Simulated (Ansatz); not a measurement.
# VO2: the cost of one run

Program: Ansatz 0.2.0. Level of theory: DFT PBEsol, scalar-relativistic, plane waves, PAW. These are calculated values, not measurements.

The COD entry's cell or inner coordinates are ideal or old and differ from later refinements, so a difference from it is no clean test against experiment.

2 further runs of the same task are left out: 2 set aside as unsound or not needed.

**1. The structure to begin with**

Symmetry: P4_2/mnm, No. 136, tetragonal system. The conventional cell has a = 4.584 Å, b = 4.584 Å, c = 2.838 Å, α = 90.00°, β = 90.00°, γ = 90.00°. Around V (site symmetry mmm) lie 6 O at 1.92 to 1.94 Å. O (site symmetry m2m) has 3 V at 1.92 to 1.94 Å as nearest neighbours.

Coordinates:

```xyz
6
Lattice="4.5835 0.0000 0.0000 0.0000 4.5835 0.0000 0.0000 0.0000 2.8384" Properties=species:S:1:pos:R:3 pbc="T T T"
V     0.0000    0.0000    0.0000
V     2.2918    2.2918    1.4192
O     1.3750    1.3750    0.0000
O     0.9167    3.6668    1.4192
O     3.2085    3.2085    0.0000
O     3.6668    0.9167    1.4192
```

This cell was relaxed beforehand with the same method: volume 9.94 Å³/atom, gap on the mesh none (metal), site moments up to 0.8 μB.

**2. The cell under PBEsol**

The input, input.yaml:

```yaml
crystal:
  lattice:
    - [4.5835460074, 0.0, 0.0]
    - [0.0, 4.5835460074, 0.0]
    - [0.0, 0.0, 2.8383680532]
  atoms:
    - { symbol: V, position: [0.0, 0.0, 0.0], spin: 0.92 }
    - { symbol: V, position: [0.5, 0.5, 0.5], spin: 0.92 }
    - { symbol: O, position: [0.2999928517, 0.2999928517, 0.0] }
    - { symbol: O, position: [0.2000071483, 0.7999928517, 0.5] }
    - { symbol: O, position: [0.7000071483, 0.7000071483, 0.0] }
    - { symbol: O, position: [0.7999928517, 0.2000071483, 0.5] }
basis:
  ecutwfc: 420
kpoints:
  mp_grid: { grid: [8, 8, 12] }
hamiltonian:
  xc: pbesol
scf:
  occupations: { method: gaussian, width: 0.1 }
output:
  forces: true
  stress: true
  eigenvalues: true
  populations: true
magnetization:
  spin_polarized: true
relax:
  adjacent_minimum: "off"
  f_tol: 0.005
  max_steps: 50
  cell: { stress_tol: 0.05 }
```

On the command line:

```
$ ansatz run input.yaml --threads 2 --pin off --max-ram 5120MiB --backend cpu --events-out ev --progress --plain --runs-dir out
```

What time and memory should one allow on 2 threads of Intel Xeon 6975P-C (Granite Rapids), shared host?

About 63 s, with a peak of 0.63 GiB.
